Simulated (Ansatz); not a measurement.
## Straining BaTiO₃

The calculation used DFT PBE+U, scalar-relativistic, plane waves, PAW in Ansatz. (420 eV cutoff, 6×4×4 k-mesh, Gaussian smearing of 0.02 eV, no spin polarisation, U_eff Ti 4.0 eV on d shells)

Starting point, cell and atoms relaxed:

```xyz
10
Lattice="4.0072 0.0000 0.0000 0.0000 5.7472 0.0000 0.0000 0.0000 5.7740" Properties=species:S:1:pos:R:3 pbc="T T T"
Ba    0.0000    2.8736    2.9149
Ba    0.0000    0.0000    0.0279
Ti    2.0036    2.8736    0.0962
Ti    2.0036    0.0000    2.9832
O     2.0036    4.2792    1.3574
O     2.0036    1.4680    1.3574
O     0.0000    2.8736    5.7060
O     2.0036    1.4056    4.2444
O     2.0036    4.3416    4.2444
O     0.0000    0.0000    2.8190
```

Deformation: biaxial strain in the a-b plane, with the length and tilt of c and the atoms relaxed, all within the symmetry that the strain leaves. Energies are extrapolated to zero smearing. Gaps are Kohn–Sham gaps over the whole zone.

Spin-orbit coupling is left out, which matters for the bands and energies of heavy elements.

```tsv
strain (%)	ΔE (meV/atom)	a (Å)	b (Å)	c (Å)	gap (eV)
-4.0	47.7	3.847	5.517	5.907	2.42
-2.0	11.3	3.927	5.632	5.830	2.46
+0.0	0.0	4.007	5.747	5.774	2.52
+2.0	9.8	4.087	5.862	5.731	2.55
+4.0	36.8	4.167	5.977	5.697	2.50
```

**Question.** What stiffness (1/V) d²E/dε² at zero strain does a cubic fit over all points give?

**Answer.** A cubic fit gives (1/V) d²E/dε² = 636 GPa at zero strain (twice the biaxial modulus).

**Question.** How does the free axis c answer a small strain?

**Answer.** Between the innermost points its strain is -0.43 times the applied one.

**Question.** How fast does the gap move with strain on either side?

**Answer.** 28 meV per percent on the compressed side and 15 meV per percent on the stretched side.